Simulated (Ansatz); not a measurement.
# Structure relaxation of Cs

Level of theory: DFT r2SCAN, scalar-relativistic, plane waves, PAW in Ansatz 0.2.0. Cutoff 500 eV, Γ-centred k mesh, Gaussian smearing, no spin polarisation in the final step.

Cs was placed on the black phosphorus structure type (Cmce, No. 64), at a guessed volume.

```xyz
4
Lattice="3.1302 -9.9295 0.0000 3.1302 9.9295 0.0000 0.0000 0.0000 8.2840" Properties=species:S:1:pos:R:3 pbc="T T T"
Cs    3.1302    7.9833    7.5385
Cs    3.1302   -1.9462    4.8876
Cs    3.1302   -7.9833    0.7456
Cs    3.1302    1.9462    3.3965
```

Cell and atoms relax at zero pressure; the relaxation can't lower the symmetry of the start.

Energies count from the standard state of Cs at the same level.

(1) Which crystal results?

(2) What are its volume, energy, density and gap?

## Answers

(1) It ends in Fmmm (No. 69). Conventional cell: a = 5.729 Å, b = 9.121 Å, c = 19.151 Å. Cs is coordinated by 1 Cs at 5.00 Å, 6 Cs at 5.39–5.40 Å, 2 Cs at 5.73 Å and 2 Cs at 6.46 Å.

```
Cs
1.0
     0.00000    4.56049    9.57554
     2.86465    0.00000    9.57554
     2.86465    4.56049    0.00000
Cs
2
Direct
  0.86949 0.86949 0.13051
  0.13051 0.13051 0.86949
```

(2) The volume per atom is 125.10 Å³, the density is 1.76 g/cm³ and the energy over the standard structure is 0.03 eV/atom. The gap on the 8×8×6 mesh is 0 eV (a metal).

The final run used a 8×8×6 mesh on its 4-atom cell and 0.10 eV smearing. The k mesh leaves about 4 meV/atom of noise in metals. A structure relaxed within its symmetry needn't be a true minimum. The steps took roughly 50 core-minutes in all.